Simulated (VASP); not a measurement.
A run of VASP 6.6.1 is set up as follows.

The input INCAR:

```
ALGO = Fast ; EDIFF = 1E-6
ENCUT = 520 ; GGA = PS
ISIF = 2 ; ISMEAR = -1
LASPH = T ; LCHARG = F
LREAL = Auto ; LWAVE = F
NBANDS = 46 ; NELM = 100
PREC = Accurate ; SIGMA = 0.36
```

Contents of KPOINTS:

```
k-points
0
Gamma
  2 2 2
```

POSCAR

```
Si
1.0
    0.0000000000      5.6889540000      5.6889540000
    5.6889540000      0.0000000000      5.6889540000
    5.6889540000      5.6889540000      0.0000000000
Si
16
Direct
   -0.0454301441      0.1504406610     -0.0427231438
    0.1518205280      0.1301996817      0.0959754640
    0.0314205388     -0.0685978477      0.4448005732
    0.1789432644     -0.0642473115      0.7013767381
   -0.0434702056      0.4821800282      0.0901044375
    0.0612326976      0.7691308455      0.0416333126
   -0.0243893693      0.4417947482      0.5919102176
    0.1720966631      0.5807833918      0.6932293705
    0.4969103283     -0.0336793020     -0.0285113924
    0.5302117050      0.1172535408      0.1555382589
    0.4783919856      0.0468363780      0.4893957659
    0.6551204316      0.1245483792      0.5658070007
    0.5496880446      0.4631870815     -0.0331783312
    0.6713800112      0.5019112477      0.1668408639
    0.5207108372      0.4981583609      0.4930959189
    0.6192438891      0.6544876264      0.5793068462
```

Potentials or basis: VASP PAW PBE potentials, release 64 (Si).

Run with:

```console
$ cat potpaw_PBE.64/Si/POTCAR > POTCAR
$ mpirun -np 1 vasp_std > vasp.out
```

Task: Estimate the largest force.

Result: 6.715 eV/Å.

Task: Predict the pressure.

Result: -4.8 GPa.

Forces in eV/Å, atoms in the order of the input:
```
Si  -0.467 -1.835 -0.858
Si   0.935  0.662  0.242
Si   0.932  0.663 -0.377
Si  -0.520 -1.174  0.671
Si  -2.002  3.333  5.475
Si   0.100  0.594 -0.767
Si   0.570  0.735 -0.199
Si   0.300 -1.311 -0.774
Si  -0.433  0.693  0.734
Si  -0.870 -0.693  0.942
Si  -0.982 -0.486 -1.936
Si   1.050  1.735  0.793
Si  -0.276  0.157  0.144
Si   1.170 -4.762 -3.602
Si  -0.397  0.202 -1.251
Si   0.890  1.487  0.762
```

Caveat: the k mesh is coarse (spacing up to 0.48 Å⁻¹), so the values aren't converged; the PAW data sets were made with another functional, which shifts forces and pressure a little.
